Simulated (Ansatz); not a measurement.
The system is Ir.

```
Ir
1.0
     0.00000    1.91560    1.91560
     1.91560    0.00000    1.91560
     1.91560    1.91560    0.00000
Ir
1
Direct
  0.00000 0.00000 0.00000
```

Base run:

```yaml
Program: Ansatz 0.2.0
Functional: PBE
Potentials_or_basis: all-electron LAPW, scalar-relativistic
Cutoff: 284 eV (chosen from the basis error)
Basis_error_allowed: 0.001 eV/atom
k_mesh: 12 × 12 × 12
Occupations: gaussian, width 0.011 eV
Spin: no spin polarisation
```

Its results: pressure 11.0 GPa.

Question: The run is repeated on the same cell with these changes: functional from PBE to PBEsol; occupations from gaussian, width 0.011 eV to fermi-dirac, width 0.05 eV. What comes out?

Answer: Pressure -0.7 GPa.
